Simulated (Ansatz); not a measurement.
A run of Ansatz 0.2.0 is set up as follows.

input.yaml

```yaml
crystal:
  lattice:
    - [2.49824, 0.0, 0.0]
    - [-1.24912, 2.1635393048, 0.0]
    - [0.0, 0.0, 6.6357]
  atoms:
    - { symbol: "N", position: [0.6666666667, 0.3333333333, 0.25] }
    - { symbol: "N", position: [0.3333333333, 0.6666666667, 0.75] }
    - { symbol: B, position: [0.6666666667, 0.3333333333, 0.75] }
    - { symbol: B, position: [0.3333333333, 0.6666666667, 0.25] }
hamiltonian:
  xc: pbe
  pseudopotentials: { kind: paw }
kpoints:
  mp_grid: { grid: [12, 12, 4] }
  band_path:
    path:
      - [[0.0, 0.0, 0.0], [0.5, 0.0, 0.0], [0.3333333333, 0.3333333333, 0.0], [0.0, 0.0, 0.0], [0.0, 0.0, 0.5], [0.5, 0.0, 0.5], [0.3333333333, 0.3333333333, 0.5], [0.0, 0.0, 0.5]]
      - [[0.5, 0.0, 0.5], [0.5, 0.0, 0.0]]
      - [[0.3333333333, 0.3333333333, 0.0], [0.3333333333, 0.3333333333, 0.5]]
    npoints: 14
scf:
  occupations: { method: fermi_dirac, width: 0.05 }
  n_extra_bands: 10
output:
  forces: true
  stress: true
  eigenvalues: true
  fatbands: false
```

Potentials or basis: Ansatz PAW.

Launch:

```sh
$ ansatz run input.yaml --threads 2 --pin off --max-ram 5632MiB --backend cpu --events-out ev --progress --plain --runs-dir out
```

(1) Estimate the band gap on the k mesh.

(2) What does it give for the pressure?

(3) What does it give for the band gap along the path?

Results:

(1) 4.29 eV, indirect (least direct gap 4.66 eV).

(2) 5.1 GPa.

(3) 4.25 eV, indirect (least direct gap 4.66 eV).

Caveat: the pressure holds a Pulay correction of +0.6 GPa for the finite cutoff; this functional lacks dispersion, which binds the layers, so the pressure and a relaxed spacing across them are unreliable.
